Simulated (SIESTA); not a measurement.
**V in SIESTA: convergence with EnergyShift**

The system is V.

```
CELL_PARAMETERS angstrom
-1.51699 1.52013 1.57756
1.49873 -1.47807 1.51724
1.50658 1.46766 -1.53549
ATOMIC_POSITIONS crystal
V 0.01027 0.00456 0.99881
```

The cell isn't the ideal one: cell strained at random at fixed volume.

* Program: SIESTA 5.4.2
* Task: single point
* Functional: LDA
* Potentials or basis: PseudoDojo 0.4 standard (LDA files)
* Basis: DZP (energy shift 0.05 Ry; two zetas on semicore shells)
* Grid cutoff: 800 Ry
* Energy shift: 0.05 Ry
* k mesh: 9 × 9 × 9
* Occupations: fermi-dirac, width 0.05 eV
* Spin: collinear spin, ferromagnetic start
* Starting moments: [2.0] μB

These are the settings of the first run; the series varies EnergyShift, with any setting tied to it.

Hardware: 1 thread of Intel(R) Xeon(R) 6975P-C (Granite Rapids) (shared host).

```tsv
EnergyShift	energy less the tightest run, at zero smearing (meV/atom)	pressure (GPa)	SCF cycles	CPU time (s)	peak memory (GiB)
0.05	2983.61	-34.16	17	13	0.19
0.03	1628.75	-14.90	20	19	0.2
0.02	1060.11	-18.89	18	23	0.21
0.01	466.68	-20.53	17	29	0.22
0.005	190.70	-18.49	16	43	0.24
0.003	87.37	-17.47	17	59	0.26
0.002	41.31	-16.84	17	69	0.26
0.001	0.00	-16.50	17	95	0.29
```

Not settled before the last step: the energy (to 1 meV/atom), the pressure (to 0.1 GPa). The tightest run that finished is the yardstick and may itself not be fully converged.

Caveat, for the tightest run too: the basis of atomic orbitals isn't converged, which shifts pressures, moduli and gaps.
